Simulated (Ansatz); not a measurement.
The system is ZnSe (Stilleite).

```xyz
2
Lattice="0.0000 2.8338 2.8338 2.8338 0.0000 2.8338 2.8338 2.8338 0.0000" Properties=species:S:1:pos:R:3 pbc="T T T"
Se    4.2507    4.2507    4.2507
Zn    0.0000    0.0000    0.0000
```

Base run:

| Property | Result |
| --- | --- |
| Program | Ansatz 0.2.0 |
| Functional | revPBE |
| Potentials or basis | Ansatz PAW |
| Cutoff | 420 eV |
| Density cutoff | 1680 eV |
| k mesh | 8 × 8 × 8 |
| Occupations | fermi-dirac, width 0.05 eV |
| Spin | no spin polarisation |

Its results: band gap on the k mesh 1.41 eV, direct.

After a change of settings the same cell gave: band gap on the k mesh 2.44 eV, direct. Which change was it?
A. functional from revPBE to HSE06; k mesh from 8 × 8 × 8 to 4 × 4 × 4
B. functional from revPBE to SVWN5
C. functional from revPBE to PBE; k mesh from 8 × 8 × 8 to 14 × 14 × 14
D. functional from revPBE to PBE; occupations from fermi-dirac, width 0.05 eV to gaussian, width 0.024 eV

A.

Caveats: some runs use coarse meshes.

Not every run made on this cell is shown here.
